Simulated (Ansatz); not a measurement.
**Al2Cu: a line through an energy map**

How does the energy of Al₂Cu (P4/mmm, No. 123; 3 atoms in the cell) vary with strain +e along z and -e/2 along x and y, at amplitude of mode 4 (149 cm⁻¹) = 0.000 Å?

Computed with Ansatz 0.2.0 (DFT PBEsol, scalar-relativistic, plane waves, PAW, unless a step's input says otherwise).

### 1 The system as given

Symmetry: P4/mmm, No. 123, tetragonal system. The conventional cell has a = 4.084 Å, b = 4.084 Å, c = 2.846 Å, α = 90.00°, β = 90.00°, γ = 90.00°. Al (site symmetry mmm) has 4 Cu at 2.49 Å and 6 Al at 2.85 to 2.89 Å in its first shell of neighbours. Around Cu (site symmetry 4/mmm) lie 8 Al at 2.49 Å and 2 Cu at 2.85 Å.

Coordinates:

```xyz
3
Lattice="4.0842 0.0000 0.0000 0.0000 4.0842 0.0000 0.0000 0.0000 2.8459" Properties=species:S:1:pos:R:3 pbc="T T T"
Al    2.0421    0.0000    1.4229
Al    0.0000    2.0421    1.4229
Cu    0.0000    0.0000    0.0000
```

It goes back to an entry of the Materials Project, which need not be the stable form.

This cell was relaxed beforehand with the same method: volume 15.82 Å³/atom, gap on the mesh none (metal).

### 2 Plan of the line

The energy is mapped over a normal mode and a strain (zone-centre modes of the cell shown) (x along [1 0 0], y along [0 1 0], z along [0 0 1] of the conventional cell).

- amplitude of mode 4 (149 cm⁻¹), largest displacement in the unstrained cell: 7 values from −0.445 to 0.445 Å
- strain +e along z and -e/2 along x and y: 7 values from −7.00 to 7.00 %

Nothing else is relaxed (the pattern is fixed in fractional coordinates). Energies count from the relaxed high-symmetry cell. Points are written as (first, second).

The modes come from a phonon run on the reference cell, made beforehand.

The patterns, per unit of each coordinate (Å):

```csv
atom,x1,y1,z1
Al1,-0.069,0.000,0.000
Al2,1.000,0.000,0.000
Cu3,-0.396,0.000,0.000
```

### 3 Grid point (0.000 Å, −7.00 %)

input.yaml

```yaml
crystal:
  lattice:
    - [4.2271551709, 0.0, 0.0]
    - [0.0, 4.2271551709, 0.0]
    - [0.0, 0.0, 2.6466817742]
  atoms:
    - { symbol: Al, position: [0.5, 0.0, 0.5] }
    - { symbol: Al, position: [0.0, 0.5, 0.5] }
    - { symbol: Cu, position: [0.0, 0.0, 0.0] }
basis:
  ecutwfc: 520.0
kpoints:
  mp_grid: { grid: [10, 10, 14] }
hamiltonian:
  xc: pbesol
  pseudopotentials: { kind: paw, azcp: { folder: soft_1 } }
scf:
  occupations: { method: gaussian, width: 0.15 }
output:
  forces: true
  stress: true
  eigenvalues: true
```

Started as:

```sh
$ ansatz run input.yaml --threads 2 --pin off --max-ram 4096MiB --backend cpu --events-out ev --progress --plain --runs-dir out
```

Standard output, cut to the lines that bear on the results:

```text
Warning: <dir> the record states the generating functional pbe (its physics header spells it `PBE`), which answers neither for hamiltonian.xc's functional nor for the pbesol family's — results may be inconsistent (PPs are generated against a specific XC)
[...]
Warning: RAYON_NUM_THREADS=2 ignored (pool sized by the plan → 2); use --threads N
[...]
Pseudopotentials: kind: paw
Pseudopotential: Al, paw, valence charge 3, recommended cutoff 420 eV (normal), <dir>
Pseudopotential: Cu, paw, valence charge 19, recommended cutoff 420 eV (normal), <dir>
Functional definition: PBEsol
[...]
Crystal: 3 atoms, lattice volume = 47.293 Å³
Basis set: ecut = 520 eV, 1265 PW (Γ), exchange–correlation on 64×64×40 points (8 copies of the dense FFT grid, shifted against one another)
Bands: 17, of which v1, the nominal top of the filled ones, is band 13 counted from 1 (12 counted from 0)
Symmetry: 16 space group operations
Space group: P4/mmm (ITA 123), of the structure as read, at distance tolerance 3.6e-5 Å
k-points: 168 of 1400
[...]
SCF iter   1: F=—  HF=-7641.444807 eV  |F-HF|=—  |Δ(HF+E_count)|=         —  Δρ=3.25e-1  dr2=3.53e1  ethr=3.10e-3  ⟨swp⟩=5.2  Hψ=13921  notcnv=0
[...]
SCF iter  10: F=-7637.872522 eV  HF=-7637.872522 eV  |F-HF|=1.48e-8  |Δ(HF+E_count)|=   2.80e-8  Δρ=3.94e-6  dr2=7.51e-9  ethr=4.00e-10  ⟨swp⟩=4.9  Hψ=9731  notcnv=0
[...]
SCF converged after 10 iterations
Free energy (F): -7637.872522 eV
[...]
E sigma→0 (E₀):  -7637.866488 eV
Entropy (-TS):   -0.012067 eV (-4.022 meV/atom)
Fermi energy:    9.550446 eV
[...]
--- Forces (eV/Å), atoms counted from 1 ---
  atom   1  Al     0.00000000    -0.00000000     0.00000000
  atom   2  Al     0.00000000     0.00000000     0.00000000
  atom   3  Cu    -0.00000000    -0.00000000     0.00000000
[...]
--- Stress (GPa, compression-positive) ---
       -1.495940       0.000000       0.000000
        0.000000      -1.495940       0.000000
        0.000000       0.000000       8.984002
  P = ⅓ Tr σ = 1.9974 GPa (19.974 kbar)
--- Band table (eV; the first three rows and the last of 168) ---
  k-point 0: bands = ["-104.3144", "-61.8378", "-61.8378", "-61.7826", "-1.2753", "3.6437", "4.3004", "5.0823", "5.5816", "5.5816", "6.5339", "6.5339", "8.6588", "9.8907", "14.5040", "14.5040", "15.9202"]
[...]
```

It took 10 s on 2 threads of Arm Neoverse N1, shared host; peak memory 0.42 GiB.

On the map this point reads 97 meV.

### 4 Point (0.000 Å, −4.67 %)

Changes to input.yaml since step 3:

```diff
@@ -2,5 +2,5 @@
   lattice:
-    - [4.2271551709, 0.0, 0.0]
-    - [0.0, 4.2271551709, 0.0]
-    - [0.0, 0.0, 2.6466817742]
+    - [4.1795741489, 0.0, 0.0]
+    - [0.0, 4.1795741489, 0.0]
+    - [0.0, 0.0, 2.7129911133]
   atoms:
```

Started as:

```sh
$ ansatz run input.yaml --threads 2 --pin off --max-ram 4096MiB --backend cpu --events-out ev --progress --plain --runs-dir out
```

Standard output, cut to the lines that bear on the results:

```text
[...]
SCF converged after 10 iterations
Free energy (F): -7637.930285 eV
[...]
E sigma→0 (E₀):  -7637.925860 eV
Entropy (-TS):   -0.008850 eV (-2.950 meV/atom)
Fermi energy:    9.555334 eV
[...]
--- Forces (eV/Å), atoms counted from 1 ---
  atom   1  Al    -0.00000000     0.00000000     0.00000000
  atom   2  Al     0.00000000     0.00000000     0.00000000
  atom   3  Cu    -0.00000000    -0.00000000     0.00000000
[...]
--- Stress (GPa, compression-positive) ---
       -0.864789       0.000000       0.000000
        0.000000      -0.864789       0.000000
        0.000000       0.000000       4.591347
  P = ⅓ Tr σ = 0.9539 GPa (9.539 kbar)
--- Band table (eV; the first three rows and the last of 168) ---
  k-point 0: bands = ["-104.3357", "-61.8562", "-61.8562", "-61.8134", "-1.2709", "3.7350", "4.3476", "5.0947", "5.4953", "5.4953", "6.6711", "6.6711", "8.8875", "10.0129", "14.8588", "14.8588", "16.0987"]
[...]
```

Wall time 11 s (2 threads of Arm Neoverse N1, shared host); peak memory 0.43 GiB.

On the map this point reads 39 meV.

### 5 Changed: chi_scale 0.0, ecutwfc left out

Changes to input.yaml since step 4:

```diff
@@ -9,4 +9,2 @@
     - { symbol: Cu, position: [0.0, 0.0, 0.0] }
-basis:
-  ecutwfc: 520.0
 kpoints:
@@ -18,5 +16,6 @@
   occupations: { method: gaussian, width: 0.15 }
+  initial_density: { chi_scale: 0.0 }
 output:
   forces: true
+  eigenvalues: true
   stress: true
-  eigenvalues: true
```

Started as:

```sh
$ ansatz run input.yaml --threads 2 --pin off --max-ram 4096MiB --backend cpu --events-out ev --progress --plain --runs-dir out
```

Standard output, cut to the lines that bear on the results:

```text
Warning: <dir> the record states the generating functional pbe (its physics header spells it `PBE`), which answers neither for hamiltonian.xc's functional nor for the pbesol family's — results may be inconsistent (PPs are generated against a specific XC)
[...]
Warning: RAYON_NUM_THREADS=2 ignored (pool sized by the plan → 2); use --threads N
[...]
[... 4 set-up lines as earlier in the session ...]
[...]
Crystal: 3 atoms, lattice volume = 47.393 Å³
Basis set: ecut = 420 eV, 929 PW (Γ), exchange–correlation on 60×60×40 points (8 copies of the dense FFT grid, shifted against one another)
Bands: 17, of which v1, the nominal top of the filled ones, is band 13 counted from 1 (12 counted from 0)
[... 2 set-up lines as earlier in the session ...]
k-points: 168 of 1400
[...]
SCF iter   1: F=—  HF=-7640.576692 eV  |F-HF|=—  |Δ(HF+E_count)|=         —  Δρ=2.72e-1  dr2=2.35e1  ethr=3.10e-3  ⟨swp⟩=5.1  Hψ=13667  notcnv=0
[...]
SCF iter   9: F=-7637.928453 eV  HF=-7637.928453 eV  |F-HF|=7.56e-9  |Δ(HF+E_count)|=   4.02e-8  Δρ=5.47e-6  dr2=1.45e-8  ethr=4.00e-10  ⟨swp⟩=5.1  Hψ=10331  notcnv=0
[...]
SCF converged after 9 iterations
Free energy (F): -7637.928453 eV
[...]
E sigma→0 (E₀):  -7637.924028 eV
Entropy (-TS):   -0.008851 eV (-2.950 meV/atom)
Fermi energy:    9.556158 eV
[...]
--- Forces (eV/Å), atoms counted from 1 ---
  atom   1  Al    -0.00000000     0.00000000     0.00000000
  atom   2  Al     0.00000000     0.00000000     0.00000000
  atom   3  Cu    -0.00000000     0.00000000     0.00000000
[...]
--- Stress (GPa, compression-positive) ---
       -0.867962       0.000000       0.000000
        0.000000      -0.867962       0.000000
        0.000000       0.000000       4.592067
  P = ⅓ Tr σ = 0.9520 GPa (9.520 kbar)
--- Band table (eV; the first three rows and the last of 168) ---
  k-point 0: bands = ["-104.3334", "-61.8535", "-61.8535", "-61.8107", "-1.2706", "3.7360", "4.3490", "5.0964", "5.4972", "5.4972", "6.6716", "6.6716", "8.8890", "10.0133", "14.8594", "14.8594", "16.0998"]
[...]
```

It took 8.3 s on 2 threads of Arm Neoverse N1, shared host; peak memory 0.36 GiB.

```csv
run,ending,energy change,pressure (GPa),gap (eV),force (eV/Å),cycles,time
step 4,converged,0,1.0,0.00,0.00,10,11 s
variant,converged,+0.6 meV/atom,1.0,0.00,0.00,9,8.3 s
```

Changing the start and cutoff moves the energy by +0.6 meV/atom.

### 6 Grid point (0.000 Å, −2.33 %)

Changes to input.yaml since step 4:

```diff
@@ -2,5 +2,5 @@
   lattice:
-    - [4.1795741489, 0.0, 0.0]
-    - [0.0, 4.1795741489, 0.0]
-    - [0.0, 0.0, 2.7129911133]
+    - [4.1317889166, 0.0, 0.0]
+    - [0.0, 4.1317889166, 0.0]
+    - [0.0, 0.0, 2.7795850418]
   atoms:
```

Started as:

```sh
$ ansatz run input.yaml --threads 2 --pin off --max-ram 4096MiB --backend cpu --events-out ev --progress --plain --runs-dir out
```

Standard output, cut to the lines that bear on the results:

```text
Warning: <dir> the record states the generating functional pbe (its physics header spells it `PBE`), which answers neither for hamiltonian.xc's functional nor for the pbesol family's — results may be inconsistent (PPs are generated against a specific XC)
[...]
Warning: RAYON_NUM_THREADS=2 ignored (pool sized by the plan → 2); use --threads N
[...]
[... 4 set-up lines as earlier in the session ...]
[...]
Crystal: 3 atoms, lattice volume = 47.452 Å³
Basis set: ecut = 520 eV, 1259 PW (Γ), exchange–correlation on 64×64×48 points (8 copies of the dense FFT grid, shifted against one another)
Bands: 17, of which v1, the nominal top of the filled ones, is band 13 counted from 1 (12 counted from 0)
[... 2 set-up lines as earlier in the session ...]
k-points: 168 of 1400
[...]
SCF iter   1: F=—  HF=-7641.456698 eV  |F-HF|=—  |Δ(HF+E_count)|=         —  Δρ=3.19e-1  dr2=3.38e1  ethr=3.10e-3  ⟨swp⟩=5.2  Hψ=13779  notcnv=0
[...]
SCF iter   9: F=-7637.959134 eV  HF=-7637.959134 eV  |F-HF|=3.21e-8  |Δ(HF+E_count)|=   8.43e-8  Δρ=1.16e-5  dr2=8.97e-8  ethr=4.00e-10  ⟨swp⟩=4.0  Hψ=11396  notcnv=0
[...]
SCF converged after 9 iterations
Free energy (F): -7637.959134 eV
[...]
E sigma→0 (E₀):  -7637.954299 eV
Entropy (-TS):   -0.009670 eV (-3.223 meV/atom)
Fermi energy:    9.517331 eV
[...]
--- Forces (eV/Å), atoms counted from 1 ---
  atom   1  Al    -0.00000000    -0.00000000     0.00000000
  atom   2  Al     0.00000000     0.00000000     0.00000000
  atom   3  Cu    -0.00000000     0.00000000     0.00000000
[...]
--- Stress (GPa, compression-positive) ---
       -0.610694       0.000000       0.000000
        0.000000      -0.610694       0.000000
        0.000000       0.000000       2.249464
  P = ⅓ Tr σ = 0.3427 GPa (3.427 kbar)
--- Band table (eV; the first three rows and the last of 168) ---
  k-point 0: bands = ["-104.3426", "-61.8619", "-61.8619", "-61.8245", "-1.2614", "3.8329", "4.4021", "5.1184", "5.4306", "5.4306", "6.8195", "6.8195", "9.1364", "10.1377", "15.2298", "15.2298", "16.2853"]
[...]
```

Wall time 11 s (2 threads of Arm Neoverse N1, shared host); peak memory 0.43 GiB.

That is 10 meV from the zero.

### 7 Point (0.000 Å, 2.33 %)

Changes to input.yaml since step 6:

```diff
@@ -2,5 +2,5 @@
   lattice:
-    - [4.1317889166, 0.0, 0.0]
-    - [0.0, 4.1317889166, 0.0]
-    - [0.0, 0.0, 2.7795850418]
+    - [4.0366268726, 0.0, 0.0]
+    - [0.0, 4.0366268726, 0.0]
+    - [0.0, 0.0, 2.91220372]
   atoms:
```

Started as:

```sh
$ ansatz run input.yaml --threads 2 --pin off --max-ram 4096MiB --backend cpu --events-out ev --progress --plain --runs-dir out
```

Standard output, cut to the lines that bear on the results:

```text
[...]
SCF converged after 9 iterations
Free energy (F): -7637.956526 eV
[...]
E sigma→0 (E₀):  -7637.951652 eV
Entropy (-TS):   -0.009748 eV (-3.249 meV/atom)
Fermi energy:    9.390079 eV
[...]
--- Forces (eV/Å), atoms counted from 1 ---
  atom   1  Al     0.00000000    -0.00000000    -0.00000000
  atom   2  Al    -0.00000000    -0.00000000     0.00000000
  atom   3  Cu    -0.00000000     0.00000000     0.00000000
[...]
--- Stress (GPa, compression-positive) ---
        1.419701       0.000000       0.000000
        0.000000       1.419701       0.000000
        0.000000       0.000000      -2.433890
  P = ⅓ Tr σ = 0.1352 GPa (1.352 kbar)
--- Band table (eV; the first three rows and the last of 168) ---
  k-point 0: bands = ["-104.3378", "-61.8466", "-61.8466", "-61.8454", "-1.2456", "4.0313", "4.4845", "5.1873", "5.3267", "5.3267", "7.1354", "7.1354", "9.6793", "10.3944", "14.9570", "16.0154", "16.0154"]
[...]
```

Wall time 12 s (2 threads of Arm Neoverse N1, shared host); peak memory 0.43 GiB.

That is 13 meV from the zero.

### 8 The run at (0.000 Å, 4.67 %)

Changes to input.yaml since step 7:

```diff
@@ -2,5 +2,5 @@
   lattice:
-    - [4.0366268726, 0.0, 0.0]
-    - [0.0, 4.0366268726, 0.0]
-    - [0.0, 0.0, 2.91220372]
+    - [3.9888416403, 0.0, 0.0]
+    - [0.0, 3.9888416403, 0.0]
+    - [0.0, 0.0, 2.9787976485]
   atoms:
```

Started as:

```sh
$ ansatz run input.yaml --threads 2 --pin off --max-ram 4096MiB --backend cpu --events-out ev --progress --plain --runs-dir out
```

Standard output, cut to the lines that bear on the results:

```text
[...]
SCF converged after 9 iterations
Free energy (F): -7637.918680 eV
[...]
E sigma→0 (E₀):  -7637.913218 eV
Entropy (-TS):   -0.010924 eV (-3.641 meV/atom)
Fermi energy:    9.346225 eV
[...]
--- Forces (eV/Å), atoms counted from 1 ---
  atom   1  Al    -0.00000000    -0.00000000     0.00000000
  atom   2  Al     0.00000000     0.00000000     0.00000000
  atom   3  Cu    -0.00000000     0.00000000     0.00000000
[...]
--- Stress (GPa, compression-positive) ---
        2.896556       0.000000       0.000000
        0.000000       2.896556       0.000000
        0.000000       0.000000      -4.228898
  P = ⅓ Tr σ = 0.5214 GPa (5.214 kbar)
--- Band table (eV; the first three rows and the last of 168) ---
  k-point 0: bands = ["-104.3136", "-61.8373", "-61.8154", "-61.8154", "-1.2352", "4.1425", "4.5323", "5.2431", "5.3017", "5.3017", "7.3081", "7.3081", "9.9781", "10.5242", "14.2070", "16.1794", "16.4333"]
[...]
```

Run time: 11 s. Hardware: 2 threads of Arm Neoverse N1, shared host; peak memory 0.42 GiB.

On the map this point reads 51 meV.

### 9 The run at (0.000 Å, 7.00 %)

Changes to input.yaml since step 8:

```diff
@@ -2,5 +2,5 @@
   lattice:
-    - [3.9888416403, 0.0, 0.0]
-    - [0.0, 3.9888416403, 0.0]
-    - [0.0, 0.0, 2.9787976485]
+    - [3.9412606183, 0.0, 0.0]
+    - [0.0, 3.9412606183, 0.0]
+    - [0.0, 0.0, 3.0451069876]
   atoms:
```

Started as:

```sh
$ ansatz run input.yaml --threads 2 --pin off --max-ram 4096MiB --backend cpu --events-out ev --progress --plain --runs-dir out
```

Standard output, cut to the lines that bear on the results:

```text
Warning: <dir> the record states the generating functional pbe (its physics header spells it `PBE`), which answers neither for hamiltonian.xc's functional nor for the pbesol family's — results may be inconsistent (PPs are generated against a specific XC)
[...]
Warning: RAYON_NUM_THREADS=2 ignored (pool sized by the plan → 2); use --threads N
[...]
[... 4 set-up lines as earlier in the session ...]
[...]
Crystal: 3 atoms, lattice volume = 47.301 Å³
Basis set: ecut = 520 eV, 1299 PW (Γ), exchange–correlation on 60×60×48 points (8 copies of the dense FFT grid, shifted against one another)
Bands: 17, of which v1, the nominal top of the filled ones, is band 13 counted from 1 (12 counted from 0)
[... 2 set-up lines as earlier in the session ...]
k-points: 168 of 1400
[...]
SCF iter   1: F=—  HF=-7641.331910 eV  |F-HF|=—  |Δ(HF+E_count)|=         —  Δρ=3.19e-1  dr2=3.36e1  ethr=3.10e-3  ⟨swp⟩=5.1  Hψ=13798  notcnv=0
[...]
SCF iter   9: F=-7637.862845 eV  HF=-7637.862845 eV  |F-HF|=1.98e-8  |Δ(HF+E_count)|=   4.01e-8  Δρ=8.34e-6  dr2=6.23e-8  ethr=4.00e-10  ⟨swp⟩=6.4  Hψ=13275  notcnv=0
[...]
SCF converged after 9 iterations
Free energy (F): -7637.862845 eV
[...]
E sigma→0 (E₀):  -7637.855931 eV
Entropy (-TS):   -0.013829 eV (-4.610 meV/atom)
Fermi energy:    9.330003 eV
[...]
--- Forces (eV/Å), atoms counted from 1 ---
  atom   1  Al    -0.00000000     0.00000000     0.00000000
  atom   2  Al     0.00000000    -0.00000000     0.00000000
  atom   3  Cu    -0.00000000     0.00000000     0.00000000
[...]
--- Stress (GPa, compression-positive) ---
        4.155239       0.000000       0.000000
        0.000000       4.155239       0.000000
        0.000000       0.000000      -4.839212
  P = ⅓ Tr σ = 1.1571 GPa (11.571 kbar)
--- Band table (eV; the first three rows and the last of 168) ---
  k-point 0: bands = ["-104.2778", "-61.8148", "-61.7738", "-61.7738", "-1.2234", "4.2582", "4.5872", "5.2941", "5.2941", "5.3082", "7.4894", "7.4894", "10.2902", "10.6526", "13.5174", "15.8503", "16.8653"]
[...]
```

It took 10 s on 2 threads of Arm Neoverse N1, shared host; peak memory 0.43 GiB.

Energy on the map's scale: 107 meV.

### 10 Results

| strain +e along z and -e/2 along x and y (%) | step | energy (meV) | slope (meV per %) | pressure (GPa) |
| --- | --- | --- | --- | --- |
| −7.00 | 3 | 97 | −32.8 | 2.00 |
| −4.67 | 4 | 39 | −16.7 | 0.95 |
| −2.33 | 6 | 10 | −8.6 | 0.34 |
| 0.00 | – | 0 | 0.0 | 0.06 |
| 2.33 | 7 | 13 | 11.3 | 0.14 |
| 4.67 | 8 | 51 | 20.7 | 0.52 |
| 7.00 | 9 | 107 | 26.1 | 1.16 |

Energies count from the relaxed high-symmetry cell. Rows without a step come from runs not printed here or follow by symmetry. Slopes come from the forces (and the stress, where the cell changes), not from differences of energies.

```csv
run,outcome
"step 5, run with chi_scale 0.0, ecutwfc left out (against step 4)",+0.6 meV/atom
```

**Reading.** The lowest point computed on the line is at 0.00 %, 0 meV from the zero. A fit to energies and slopes at the lowest point and its two neighbours puts the minimum at −0.012 %, with a curvature of about 4.2 meV per %². The well is lopsided: two grid steps out, the energy rises by 39 meV towards smaller values and 51 meV towards larger ones. The highest point computed, at 7.00 %, lies 107 meV above the lowest. This is one cut through a surface in two coordinates; it holds the lowest point sampled, which need not be a minimum. A rigid map gives upper bounds: relaxing the other coordinates can only lower a point.
